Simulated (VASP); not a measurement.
# BeTe (F-43m) in VASP: further runs, part 2 of 2

VASP 6.6.1. Earlier steps stand in the parts before.

### Step 5. Electrostatic potential, RPBE+D3(BJ)

Input file INCAR:

```
SYSTEM = BeTe
ALGO = Normal ; EDIFF = 1E-7
ENCUT = 500 ; GGA = RP
ISIF = 2 ; ISMEAR = 0
IVDW = 12 ; LASPH = .TRUE.
LCHARG = .TRUE. ; LREAL = .FALSE.
LVHAR = .TRUE. ; LWAVE = .FALSE.
NELM = 100 ; PREC = Accurate
SIGMA = 0.01
```

Input file BeTe.cif:

```cif
data_BeTe
_cell_length_a 5.54000000
_cell_length_b 5.54000000
_cell_length_c 5.54000000
_cell_angle_alpha 90.00000000
_cell_angle_beta 90.00000000
_cell_angle_gamma 90.00000000
_space_group_name_H-M_alt 'F-43m'
_space_group_name_Hall 'F -4 2 3'
_space_group_IT_number 216
loop_
_space_group_symop_operation_xyz
'x,y,z'
'y,-x,-z'
'-x,-y,z'
'-y,x,-z'
'x,-y,-z'
'y,x,z'
'-x,y,-z'
'-y,-x,z'
'z,x,y'
'-z,y,-x'
'z,-x,-y'
'-z,-y,x'
'-z,x,-y'
'z,y,x'
'-z,-x,y'
'z,-y,-x'
'y,z,x'
'-x,-z,y'
'-y,z,-x'
'x,-z,-y'
'-y,-z,x'
'x,z,y'
'y,-z,-x'
'-x,z,-y'
'x,y+1/2,z+1/2'
'y,-x+1/2,-z+1/2'
'-x,-y+1/2,z+1/2'
'-y,x+1/2,-z+1/2'
'x,-y+1/2,-z+1/2'
'y,x+1/2,z+1/2'
'-x,y+1/2,-z+1/2'
'-y,-x+1/2,z+1/2'
'z,x+1/2,y+1/2'
'-z,y+1/2,-x+1/2'
'z,-x+1/2,-y+1/2'
'-z,-y+1/2,x+1/2'
'-z,x+1/2,-y+1/2'
'z,y+1/2,x+1/2'
'-z,-x+1/2,y+1/2'
'z,-y+1/2,-x+1/2'
'y,z+1/2,x+1/2'
'-x,-z+1/2,y+1/2'
'-y,z+1/2,-x+1/2'
'x,-z+1/2,-y+1/2'
'-y,-z+1/2,x+1/2'
'x,z+1/2,y+1/2'
'y,-z+1/2,-x+1/2'
'-x,z+1/2,-y+1/2'
'x+1/2,y,z+1/2'
'y+1/2,-x,-z+1/2'
'-x+1/2,-y,z+1/2'
'-y+1/2,x,-z+1/2'
'x+1/2,-y,-z+1/2'
'y+1/2,x,z+1/2'
'-x+1/2,y,-z+1/2'
'-y+1/2,-x,z+1/2'
'z+1/2,x,y+1/2'
'-z+1/2,y,-x+1/2'
'z+1/2,-x,-y+1/2'
'-z+1/2,-y,x+1/2'
'-z+1/2,x,-y+1/2'
'z+1/2,y,x+1/2'
'-z+1/2,-x,y+1/2'
'z+1/2,-y,-x+1/2'
'y+1/2,z,x+1/2'
'-x+1/2,-z,y+1/2'
'-y+1/2,z,-x+1/2'
'x+1/2,-z,-y+1/2'
'-y+1/2,-z,x+1/2'
'x+1/2,z,y+1/2'
'y+1/2,-z,-x+1/2'
'-x+1/2,z,-y+1/2'
'x+1/2,y+1/2,z'
'y+1/2,-x+1/2,-z'
'-x+1/2,-y+1/2,z'
'-y+1/2,x+1/2,-z'
'x+1/2,-y+1/2,-z'
'y+1/2,x+1/2,z'
'-x+1/2,y+1/2,-z'
'-y+1/2,-x+1/2,z'
'z+1/2,x+1/2,y'
'-z+1/2,y+1/2,-x'
'z+1/2,-x+1/2,-y'
'-z+1/2,-y+1/2,x'
'-z+1/2,x+1/2,-y'
'z+1/2,y+1/2,x'
'-z+1/2,-x+1/2,y'
'z+1/2,-y+1/2,-x'
'y+1/2,z+1/2,x'
'-x+1/2,-z+1/2,y'
'-y+1/2,z+1/2,-x'
'x+1/2,-z+1/2,-y'
'-y+1/2,-z+1/2,x'
'x+1/2,z+1/2,y'
'y+1/2,-z+1/2,-x'
'-x+1/2,z+1/2,-y'
loop_
_atom_site_label
_atom_site_type_symbol
_atom_site_symmetry_multiplicity
_atom_site_Wyckoff_symbol
_atom_site_fract_x
_atom_site_fract_y
_atom_site_fract_z
_atom_site_occupancy
Te1 Te 4 c 0.2500000000 0.2500000000 0.2500000000 1
Be1 Be 4 a 0.0000000000 0.0000000000 0.0000000000 1
```

Input file KPOINTS:

```
k-points
0
G
  5 5 5
  0 0 0
```

Input file POSCAR:

```
Te Be
 1.0000000000000000
     5.5400000000000000    0.0000000000000000    0.0000000000000000
     0.0000000000000000    5.5400000000000000    0.0000000000000000
     0.0000000000000000    0.0000000000000000    5.5400000000000000
 Te  Be 
   4   4
Cartesian
  1.3850000000000000  1.3850000000000000  1.3850000000000000
  1.3850000000000000  4.1550000000000002  4.1550000000000002
  4.1550000000000002  4.1550000000000002  1.3850000000000000
  4.1550000000000002  1.3850000000000000  4.1550000000000002
  0.0000000000000000  0.0000000000000000  0.0000000000000000
  0.0000000000000000  2.7700000000000000  2.7700000000000000
  2.7700000000000000  0.0000000000000000  2.7700000000000000
  2.7700000000000000  2.7700000000000000  0.0000000000000000
```

Potentials or basis: VASP PAW PBE potentials, release 64 (Te, Be).

On the command line:

```bash
ase convert -i cif -o vasp BeTe.cif POSCAR
cat potpaw_PBE.64/Te/POTCAR potpaw_PBE.64/Be/POTCAR > POTCAR
mpirun -np 1 vasp_std > vasp.out
```

Run time: 22 s. Hardware: 1 thread of AMD EPYC 9R14 (Zen 4), shared host; peak memory 0.22 GiB.

It converged, with:

| Quantity | Value |
| --- | --- |
| Free energy | -38.8012 eV |
| Pressure | -7.1 GPa |
| Band gap on the k mesh | 1.93 eV |
| Dispersion energy per atom | -1.365 eV |

Levels at points of the mesh, in eV from the valence-band top:
```tsv
k point	band 13	band 14	band 15	band 16	band 17	band 18	band 19	band 20
(0.00, 0.00, 0.00)	-2.83	0.00	0.00	0.00	1.93	1.93	1.93	2.63
```

Caveat: the PAW data sets were made with another functional, which shifts forces and pressure a little; spin-orbit coupling is left out, which moves the levels of the heavy elements; an odd mesh through Γ misses points on the zone boundary, where band edges often lie.

### Step 6. The runs side by side

| task | level | potentials or basis | k mesh | cutoff (eV) | smearing | further INCAR settings | gap on the mesh (eV) | pressure (GPa) |
| --- | --- | --- | --- | --- | --- | --- | --- | --- |
| single point | PBE | VASP PAW PBE potentials, release 64 (Te, Be) | 8 × 8 × 8 | 520 | gaussian 0.03 eV | ALGO = Fast; EDIFF = 1e-07 | 1.85 | 4.5 |
| single point | LDA | VASP PAW LDA potentials, release 64 (Te, Be) | 8 × 8 × 8 | 520 | gaussian 0.02 eV | ALGO = Normal; EDIFF = 1.00e-07 | 1.75 | 0.8 |
| electrostatic potential | RPBE+D3(BJ) | VASP PAW PBE potentials, release 64 (Te, Be) | 5 × 5 × 5 | 500 | gaussian 0.01 eV | ALGO = Normal; EDIFF = 1e-07 | 1.93 | -7.1 |

Alike in all rows: no spin polarisation; cell as given.

Caveats: spin-orbit coupling is left out, which moves the levels of the heavy elements; the PAW data sets were made with another functional, which shifts forces and pressure a little (some runs); an odd mesh through Γ misses points on the zone boundary, where band edges often lie (some runs).

Total energies depend on the potentials used, so only differences within one code and one set of settings carry meaning.
